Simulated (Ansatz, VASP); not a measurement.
## One calculation of As, two programs

```xyz
2
Lattice="0.0000 2.1954 2.1954 2.1954 0.0000 2.1954 2.1954 2.1954 0.0000" Properties=species:S:1:pos:R:3 pbc="T T T"
As   -0.5489   -0.5489   -0.5489
As    0.5489    0.5489    0.5489
```

Change from the starting cell: volume scaled by 0.4, PAW files.

Alike in both runs: task single point; functional LDA; k mesh 13 × 13 × 13; occupations fermi-dirac, width 0.05 eV; no spin polarisation.

|  | VASP | Ansatz |
| --- | --- | --- |
| version | VASP 6.6.1 | Ansatz 0.2.0 |
| potentials or method | VASP PAW LDA potentials, release 64 (As) | PAW with Ansatz's default frozen-core files, scalar-relativistic |
| plane-wave cutoff (eV) | 520 | 420 |
| valence electrons in the cell | 10 | 30 |

Ansatz gave:

| Item | Value |
| --- | --- |
| pressure (GPa) | 310.6 |

Q: Estimate VASP's values.

A: Pressure (GPa): 323.6.

The two sets of potentials don't hold the same shells in valence.

Caveats: the cell as given lies far from equilibrium; so large a pressure means that the cell lies far from this level's equilibrium, or that cutoff or potentials fall short (VASP).
